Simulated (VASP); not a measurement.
# Mg (P6_3/mmc) in VASP: a series of runs

Runs on Mg. Level: PBE. Tasks: single point.

Everything below comes from runs of VASP 6.6.1. Logs are shortened: lines on timing, memory, paths and dates and some standing lists are left out, and cuts for length are marked.

## (1) The undisturbed crystal

Symmetry: P6_3/mmc, No. 194, hexagonal system. The conventional cell has a = 3.209 Å, b = 3.209 Å, c = 5.210 Å, α = 90.00°, β = 90.00°, γ = 120.00°. Around Mg (site symmetry -6m2) lie 12 Mg at 3.20 to 3.21 Å.

## (2) Single point, PBE (strained and moved within a subgroup)

Contents of INCAR:

```
ALGO = Fast ; EDIFF = 1E-7
ENCUT = 520 ; GGA = PE
ISIF = 2 ; ISMEAR = 0
LASPH = T ; LCHARG = F
LREAL = F ; LWAVE = F
NBANDS = 9 ; NELM = 100
PREC = Accurate ; SIGMA = 0.1
```

Contents of KPOINTS:

```
k-points
0
Gamma
  15 15 8
```

Contents of POSCAR:

```
Mg
1.0
    3.2091110689      0.0000000000      0.0000000000
   -1.6045555344      2.7791717093      0.0000000000
    0.0000000000      0.0000000000      5.0537595835
Mg
2
Direct
    0.3333333333      0.6666666667      0.2500000000
    0.6666666667      0.3333333333      0.7500000000
```

Potentials or basis: VASP PAW PBE potentials, release 64 (Mg).

Run with:

```bash
$ cat potpaw_PBE.64/Mg/POTCAR > POTCAR
$ mpirun -np 1 vasp_std > vasp.out
```

OUTCAR:

```text
EDIFF = 1E-7
   ENCUT = 520
   GGA = PE
   ISIF = 2
   ISMEAR = 0
   LASPH = T
   LREAL = F
   NELM = 100
   PREC = Accurate

 ion  position               nearest neighbor table
   1  0.333  0.667  0.250-   2 3.13   2 3.13   2 3.13   2 3.13   2 3.13   2 3.13
   2  0.667  0.333  0.750-   1 3.13   1 3.13   1 3.13   1 3.13   1 3.13   1 3.13

  LATTYP: Found a hexagonal cell.
 ALAT       =     3.2091110689
 C/A-ratio  =     1.5748160394

  Lattice vectors:

 A1 = (   3.2091110689,   0.0000000000,   0.0000000000)
 A2 = (  -1.6045555344,   2.7791717093,   0.0000000000)
 A3 = (   0.0000000000,   0.0000000000,   5.0537595835)

Analysis of symmetry for initial positions (statically):
=====================================================================
 Subroutine PRICEL returns:
 Original cell was already a primitive cell.

 Routine SETGRP: Setting up the symmetry group for a
 hexagonal supercell.

 Subroutine GETGRP returns: Found 24 space group operations
 (whereof 12 operations were pure point group operations)
 out of a pool of 24 trial point group operations.

The static configuration has the point symmetry D_3d.
 The point group associated with its full space group is D_6h.

Analysis of symmetry for dynamics (positions and initial velocities):
=====================================================================
 Subroutine PRICEL returns:
 Original cell was already a primitive cell.

 Routine SETGRP: Setting up the symmetry group for a
 hexagonal supercell.

 Subroutine GETGRP returns: Found 24 space group operations
 (whereof 12 operations were pure point group operations)
 out of a pool of 24 trial point group operations.

The dynamic configuration has the point symmetry D_3d.
 The point group associated with its full space group is D_6h.

 Subroutine INISYM returns: Found 24 space group operations
 (whereof 12 operations are pure point group operations),
 and found     1 'primitive' translations

----------------------------------------------------------------------------------------

                                     Primitive cell

  volume of cell :      45.0728

  direct lattice vectors                    reciprocal lattice vectors
     3.209111069  0.000000000  0.000000000     0.311612773  0.179909719  0.000000000
    -1.604555534  2.779171709  0.000000000     0.000000000  0.359819437  0.000000000
     0.000000000  0.000000000  5.053759583     0.000000000  0.000000000  0.197872491

  length of vectors
     3.209111069  3.209111069  5.053759583     0.359819437  0.359819437  0.197872491

  position of ions in fractional coordinates (direct lattice)
     0.333333333  0.666666667  0.250000000
     0.666666667  0.333333333  0.750000000

  ion indices of the primitive-cell ions
   primitive index   ion index
                 1           1
                 2           2

----------------------------------------------------------------------------------------

 KPOINTS: k-points

Automatic generation of k-mesh.
 Grid dimensions read from file:
 generate k-points for:   15   15    8

 Generating k-lattice:

  Cartesian coordinates                     Fractional coordinates (reciprocal lattice)
     0.020774185  0.011993981  0.000000000     0.066666667  0.000000000  0.000000000
     0.000000000  0.023987962  0.000000000     0.000000000  0.066666667  0.000000000
     0.000000000  0.000000000  0.024734061     0.000000000  0.000000000  0.125000000

  Length of vectors
     0.023987962  0.023987962  0.024734061

  Shift w.r.t. Gamma in fractional coordinates (k-lattice)
     0.000000000  0.000000000  0.000000000

 Subroutine IBZKPT returns following result:
 ===========================================

 Found    135 irreducible k-points:

 Following reciprocal coordinates:
            Coordinates               Weight
  0.000000  0.000000  0.000000      1.000000
  0.066667  0.000000  0.000000      6.000000
  0.133333 -0.000000  0.000000      6.000000
  0.200000  0.000000  0.000000      6.000000
  0.266667 -0.000000  0.000000      6.000000
  0.333333 -0.000000  0.000000      6.000000
[... 16 lines left out ...]
  0.333333  0.200000  0.000000     12.000000
  0.400000  0.200000  0.000000      6.000000
 [... further k-points ...]
   k-points           NKPTS =    135   k-points in BZ     NKDIM =    135   number of bands    NBANDS=      9
   number of dos      NEDOS =    301   number of ions     NIONS =      2
   total plane-waves  NPLWV =  23040
   dimension x,y,z NGX =    24 NGY =   24 NGZ =   40
   dimension x,y,z NGXF=    48 NGYF=   48 NGZF=   80
   ions per type =               2
   NGX,Y,Z   is equivalent  to a cutoff of  12.43, 12.43, 13.16 a.u.
   NGXF,Y,Z  is equivalent  to a cutoff of  24.87, 24.87, 26.32 a.u.
 SYSTEM =  unknown system
   PREC   = accura    normal or accurate (medium, high low for compatibility)
   ISTART =      0    job   : 0-new  1-cont  2-samecut
   ICHARG =      2    charge: 1-file 2-atom 10-const
   ISPIN  =      1    spin polarized calculation?
   LNONCOLLINEAR =      F non collinear calculations
   LSORBIT =      F    spin-orbit coupling
   LASPH  =      T    aspherical Exc in radial PAW
   ENCUT  =  520.0 eV  38.22 Ry    6.18 a.u.   5.97  5.97  9.40*2*pi/ulx,y,z
   NELM   =    100;   NELMIN=  2; NELMDL= -5     # of ELM steps
   EDIFF  = 0.1E-06   stopping-criterion for ELM
   LREAL  =      F    real-space projection
   EDIFFG = 0.1E-05   stopping-criterion for IOM
   NSW    =      0    number of steps for IOM
   IBRION =     -1    ionic relax: 0-MD 1-quasi-New 2-CG
   NFREE  =      0    steps in history (QN), initial steepest desc. (CG)
   ISIF   =      2    stress and relaxation
   ISYM   =      2    0-nonsym 1-usesym 2-fastsym
   POTIM  = 0.5000    time-step for ionic-motion
   TEBEG  =    0.0;   TEEND  =   0.0 temperature during run
   PSTRESS=    0.0 pullay stress
   NELECT =       4.0000    total number of electrons
   NUPDOWN=      -1.0000    fix difference up-down
   EMIN   =  10.00;   EMAX   =-10.00  energy-range for DOS
   EFERMI =   0.00;   METHOD = LEGACY
   ISMEAR =     0;   SIGMA  =   0.10  broadening in eV -4-tet -1-fermi 0-gaus
   EFERMI_NEDOS =   21; number of points for ismear=-14 and -15
   IALGO  =     68    algorithm
   IMIX   =      4    mixing-type and parameters
     AMIX     =   0.40;   BMIX     =  1.00
     AMIX_MAG =   1.60;   BMIX_MAG =  1.00
  volume/ion in A,a.u.               =      22.54       152.08
  Fermi-wavevector in a.u.,A,eV,Ry     =   0.730225  1.379925  7.255011  0.533228
  Thomas-Fermi vector in A             =   1.822142
   LORBIT       =      0    0 simple, 1 ext, 2 COOP (PROOUT), +10 PAW based schemes
   GGA     = PE    functional components
   LHFCALC =     F    Hartree Fock is set to
   AEXX    =    0.0000 exact exchange contribution
   IVDW    =     0    specifies the selected vdW correction
   LEPSILON=     F    determine dielectric tensor
   LRPA    =     F    only Hartree local field effects (RPA)
 non-spin polarized calculation
 RMM-DIIS sequential band-by-band and
 Gauss-broadening in eV      SIGMA  =   0.10
  energy-cutoff  :      520.00
  volume of cell :       45.07
 maximum number of plane-waves:      1236
 NGX is ok and might be reduce to    24
   NGX = 11   NGY = 11   NGZ = 19

 number of electron       4.0000000 magnetization

 Free energy of the ion-electron system (eV)
  ---------------------------------------------------
  ext. energy  EPLUGINS =         0.00000000
  ---------------------------------------------------
  free energy    TOTEN  =        -3.01268151 eV

  energy without entropy =       -3.00819025  energy(sigma->0) =       -3.01043588

 E-fermi :   2.7251     XC(G=0):  -8.5479

 val. band max:        2.6831347339   @ k =   0.2000   0.1333   0.0000
 cond. band min:       2.7486975231   @ k =   0.2667   0.2667   0.2500
 fundamental gap:      0.0655627892
 Fermi energy:         2.7251075716

 k-point     1 :       0.0000    0.0000    0.0000
  band No.  band energies     occupation
      1      -4.2812      2.00000
      2       1.1817      2.00000
      3       1.7767      2.00000
      4      13.4536      0.00000
      5      13.4536      0.00000
      6      13.5315      0.00000
      7      13.5315      0.00000
      8      14.7529      0.00000
      9      15.9981      0.00000

 k-point     2 :       0.0667    0.0000    0.0000
  band No.  band energies     occupation
      1      -4.1944      2.00000
      2       1.2606      2.00000
      3       1.8606      2.00000
      4      11.7076      0.00000
      5      12.4735      0.00000
      6      13.3271      0.00000
      7      14.6411      0.00000
      8      15.6613      0.00000
      9      16.4790      0.00000

 k-point     3 :       0.1333   -0.0000    0.0000
  band No.  band energies     occupation
      1      -3.9344      2.00000
      2       1.4974      2.00000
      3       2.1099      2.00000
      4       9.6810      0.00000
      5      11.5993      0.00000
      6      12.4028      0.00000
      7      14.5420      0.00000
      8      15.4418      0.00000
      9      15.8098      0.00000

 k-point     4 :       0.2000    0.0000    0.0000
  band No.  band energies     occupation
      1      -3.5027      2.00000
      2       1.8924      2.00000
      3       2.5159      1.99691
      4       7.7446      0.00000
      5      10.8714      0.00000
      6      11.4340      0.00000
      7      12.6176      0.00000
      8      14.0526      0.00000
      9      15.5519      0.00000
[... 205 lines left out ...]
 k-point    22 :       0.2667    0.2000    0.0000
  band No.  band energies     occupation
      1      -1.1215      2.00000
      2       3.5844      0.00000
      3       4.1077      0.00000
      4       4.5751      0.00000
      5       5.7915      0.00000
      6       8.8531      0.00000
      7      10.0063      0.00000
      8      10.2059      0.00000
      9      11.4768      0.00000

 k-point    23 :       0.3333    0.2000    0.0000
  band No.  band energies     occupation
      1      -0.1205      2.00000
      2       2.3090      2.00000
      3       4.5498      0.00000
      4       5.0535      0.00000
      5       6.2612      0.00000
      6       7.4619      0.00000
      7       8.7942      0.00000
      8       9.9269      0.00000
      9      11.1975      0.00000

 k-point    24 :       0.4000    0.2000    0.0000
  band No.  band energies     occupation
      1       1.0285      2.00000
      2       1.0310      2.00000
      3       4.5303      0.00000
      4       5.9891      0.00000
      5       6.3723      0.00000
      6       6.7627      0.00000
      7       8.0858      0.00000
      8       9.8391      0.00000
      9      11.1105      0.00000

 [... further k-points ...]

------------------------ aborting loop because EDIFF is reached ----------------------------------------

  FORCE on cell =-STRESS in cart. coord.  units (eV):
  Direction    XX          YY          ZZ          XY          YZ          ZX
  --------------------------------------------------------------------------------------
  -------------------------------------------------------------------------------------
  Total        0.0746005      0.0746005      0.3116235      0.0000000      0.0000000      0.0000000
  in kB        2.6517799      2.6517799     11.0771017      0.0000000      0.0000000      0.0000000
  external PRESSURE =       5.4602205 kB  Pullay stress =       0.0000000 kB

 VOLUME and BASIS-vectors are now :
 -----------------------------------------------------------------------------
  energy-cutoff  :      520.00
  volume of cell :       45.07
      direct lattice vectors                 reciprocal lattice vectors
     3.209111069  0.000000000  0.000000000     0.311612773  0.179909719  0.000000000
    -1.604555534  2.779171709  0.000000000     0.000000000  0.359819437  0.000000000
     0.000000000  0.000000000  5.053759583     0.000000000  0.000000000  0.197872491

 POSITION                                       TOTAL-FORCE (eV/Angst)
 -----------------------------------------------------------------------------------
     -0.00000      1.85278      1.26344         0.000000      0.000000      0.000000
      1.60456      0.92639      3.79032        -0.000000      0.000000      0.000000
 -----------------------------------------------------------------------------------
    total drift:                                0.000000     -0.000000      0.000000

  FREE ENERGIE OF THE ION-ELECTRON SYSTEM (eV)
  ---------------------------------------------------
  free  energy   TOTEN  =        -3.0126815093 eV

  energy  without entropy=       -3.0081902508  energy(sigma->0) =       -3.01043588
```

It took 21 s on 1 thread of Intel Xeon Platinum 8488C (Sapphire Rapids), shared host; peak memory 0.18 GiB.

What came out:

```
Free energy            : -3.0127 eV
Pressure               : 0.5 GPa
Band gap on the k mesh : none (metal or under the smearing width)
```

Stress tensor (GPa, compression positive):
```
0.27 0.00 0.00
0.00 0.27 0.00
0.00 0.00 1.11
```

[end of part 1 of 2]
